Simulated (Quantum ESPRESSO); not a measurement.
TaN: single point with PBE

The system is TaN.

```
CELL_PARAMETERS angstrom
3.66304 0.00000 0.00000
0.00000 3.66304 0.00000
0.00000 0.00000 4.56049
ATOMIC_POSITIONS crystal
Ta 0.00000 0.50000 0.00000
Ta 0.50000 0.00000 0.50000
N 0.00000 0.00000 0.25000
N 0.00000 0.00000 0.75000
```

The cell comes from a database or a generator and needn't be the stable form of this composition.

- Program: Quantum ESPRESSO 7.5
- Task: single point
- Functional: PBE
- Potentials or basis: SSSP 1.3 efficiency PBE
- Cutoff: 816 eV
- Density cutoff: 6531 eV
- k mesh: 7 × 7 × 6
- Occupations: fermi-dirac, width 0.05 eV
- Spin: no spin polarisation
- Mixing beta: 0.5
- Most SCF iterations: 120
- SCF threshold: 8e-10 Ry

* Pressure: -20.0 GPa
* Band gap on the k mesh: none (metal or under the smearing width)

Stress tensor (GPa, compression positive):
```
-31.05   0.00   0.00
  0.00 -31.05   0.00
  0.00   0.00   2.07
```

Levels at points of the mesh, in eV from the Fermi level:
```csv
k point,band 14,band 15,band 16,band 17,band 18,band 19,band 20,band 21,band 22,band 23
"(0.00, 0.00, 0.00)",-4.57,-3.57,-3.57,-1.68,0.29,1.26,1.30,1.77,1.77,2.32
"(0.00, 0.00, -0.50)",-4.04,-3.33,-3.33,-2.82,-2.82,1.19,1.19,1.60,1.60,2.11
```

It took 2.4 min on 1 thread of Intel(R) Xeon(R) Platinum 8259CL CPU @ 2.50GHz (Skylake/Cascade Lake), on a shared host, peak memory 0.56 GiB.

Caveat: so large a pressure means that the cell lies far from this level's equilibrium, or that cutoff or potentials fall short. Spin-orbit coupling is left out, which matters for the levels of Ta.
